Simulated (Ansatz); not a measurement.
Re:

```
CELL_PARAMETERS angstrom
2.76639 0.00000 0.00000
-1.38319 2.39576 0.00000
0.00000 0.00000 8.93885
ATOMIC_POSITIONS crystal
Re 0.66667 0.33333 0.75000
Re 0.00000 0.00000 0.50000
Re 0.33333 0.66667 0.25000
Re 0.00000 0.00000 0.00000
```

```yaml
Program: Ansatz 0.2.0
Task: relaxation of cell and atoms
Functional: BLYP
Potentials_or_basis: Ansatz PAW
Cutoff: "420 eV (not typed: the program's choice for these potentials)"
k_mesh: 11 × 11 × 3
Occupations: fermi-dirac, width 0.05 eV
Spin: no spin polarisation
```

At the start: volume 14.81 Å³/atom.

Task: How do energy, volume and symmetry change on relaxing?

Result: It ends after 5 steps and the volume is 15.52 Å³/atom (+4.8 %); space group P6_3/mmc (No. 194, to 0.05 Å).

Step by step:
| step | energy change (eV) | largest force (eV/Å) | volume (Å³) |
| --- | --- | --- | --- |
| 1 | 0.0000 | 0.0000 | 59.24 |
| 2 | -0.1369 | 0.0000 | 62.57 |
| 3 | -0.1411 | 0.0000 | 62.13 |
| 4 | -0.1411 | 0.0000 | 62.09 |
| 5 | -0.1437 | 0.0000 | 62.09 |

Final structure:
```yaml
crystal:
  lattice:
    - [2.81069, 0.00000, 0.00000]
    - [-1.40534, 2.43413, 0.00000]
    - [0.00000, 0.00000, 9.07495]
  atoms:
    - { symbol: Re, position: [0.66667, 0.33333, 0.75000] }
    - { symbol: Re, position: [0.00000, 0.00000, 0.50000] }
    - { symbol: Re, position: [0.33333, 0.66667, 0.25000] }
    - { symbol: Re, position: [0.00000, 0.00000, 0.00000] }
```

Caveat: the plane-wave basis is chosen anew once the cell has moved, so the energies of steps on either side of that aren't comparable; the PAW data sets come from PBE, with cores solved anew for the run's functional, which leaves a small shift of forces and pressure.
